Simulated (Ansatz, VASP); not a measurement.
## Na2S in VASP and in Ansatz

Contents of INCAR:

```
SYSTEM = Na2S
PREC = Accurate ; ENCUT = 520
EDIFF = 1E-7 ; ISMEAR = -1
SIGMA = 0.05 ; LREAL = .FALSE.
LASPH = .TRUE. ; NELM = 80
ALGO = Normal ; ISIF = 2
LWAVE = .FALSE. ; LCHARG = .FALSE.
GGA = PE ; NBANDS = 17
```

Contents of KPOINTS:

```
Automatic mesh
0
G
  7 7 7
  0 0 0
```

The input POSCAR:

```
Na2S
1.0
    0.0000000000      3.3377025742      3.3377025742
    3.3377025742      0.0000000000      3.3377025742
    3.3377025742      3.3377025742      0.0000000000
S Na
1 2
Direct
    0.0000000000      0.0000000000      0.0000000000
    0.7500000000      0.7500000000      0.7500000000
    0.2500000000      0.2500000000      0.2500000000
```

input.yaml

```yaml
crystal:
  lattice:
    - [0.0, 3.3377025742, 3.3377025742]
    - [3.3377025742, 0.0, 3.3377025742]
    - [3.3377025742, 3.3377025742, 0.0]
  atoms:
    - { symbol: S, position: [0.0, 0.0, 0.0] }
    - { symbol: Na, position: [0.75, 0.75, 0.75] }
    - { symbol: Na, position: [0.25, 0.25, 0.25] }
hamiltonian:
  xc: pbe
  pseudopotentials: { kind: paw }
kpoints:
  mp_grid: { grid: [7, 7, 7] }
scf:
  occupations: { method: fermi_dirac, width: 0.05 }
output:
  forces: true
  stress: true
  eigenvalues: true
```

Change from the starting cell: volume scaled by 1.06.

Alike in both runs: task single point; functional PBE; k mesh 7 × 7 × 7; occupations fermi-dirac, width 0.05 eV; no spin polarisation.

```csv
,VASP,Ansatz
version,VASP 6.6.1,Ansatz 0.2.0
potentials or method,"VASP PAW PBE potentials, release 64 (S, Na_pv)",Ansatz PAW
plane-wave cutoff (eV),520,420
valence electrons in the cell,20,24
```

```csv
,VASP,Ansatz,Ansatz less VASP
gap on the k mesh at the Fermi level (eV),2.29,2.29,+0.002
least direct gap on the mesh (eV),2.29,2.29,+0.002
pressure (GPa),-1.2,-1.2,-0.01
```

The two sets of potentials don't hold the same shells in valence.

Caveats: odd divisions of the mesh miss points on the zone boundary, where band edges often lie, so the gap on the mesh can be too wide (Ansatz).
